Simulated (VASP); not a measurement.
**PbS: work function with PBEsol**

PbS, a slab with vacuum:

```
CELL_PARAMETERS angstrom
4.12996 0.00000 0.00000
0.05727 4.12956 0.00000
0.00000 0.00000 29.90312
ATOMIC_POSITIONS crystal
Pb 0.02603 0.02603 0.25081
Pb 0.52492 0.52492 0.35762
Pb 0.20968 0.20968 0.64238
Pb 0.70857 0.70857 0.74919
S 0.52577 0.52577 0.26560
S 0.02518 0.02518 0.34282
S 0.70942 0.70942 0.65718
S 0.20883 0.20883 0.73440
```

* Program: VASP 6.6.1
* Task: work function
* Functional: PBEsol
* Potentials or basis: VASP PAW PBE potentials, release 64 (Pb_d, S)
* Cutoff: 520 eV
* k mesh: 5 × 5 × 1
* Occupations: fermi-dirac, width 0.05 eV
* Spin: no spin polarisation
* Dipole correction: yes
* Further INCAR settings: ALGO = Normal; EDIFF = 1e-07

- Largest force: 0.678 eV/Å
- Band gap on the k mesh: 1.26 eV, indirect (least direct gap 1.27 eV)
- Ionisation potential of the upper face: 4.14 eV

Forces in eV/Å, atoms in the order of the input:
```
Pb  -0.001 -0.001  0.677
Pb   0.000  0.000 -0.678
Pb   0.000  0.000  0.678
Pb   0.001  0.001 -0.677
S   -0.003 -0.003  0.189
S    0.003  0.003 -0.189
S   -0.003 -0.003  0.189
S    0.003  0.003 -0.189
```

Levels at points of the mesh, in eV from the valence-band top:
```csv
k point,band 37,band 38,band 39,band 40,band 41,band 42,band 43,band 44
"(0.00, 0.00, 0.00)",-1.35,-1.35,-0.01,-0.01,1.26,1.32,3.24,3.59
```

It took 3 min on 1 thread of AMD EPYC 9R45 96-Core Processor (Zen 5) (shared host), peak memory 0.57 GiB.

Caveat: the PAW data sets were made with another functional, which shifts forces and pressure a little; spin-orbit coupling is left out, which as a rule narrows the gap of such compounds by several tenths of an eV.
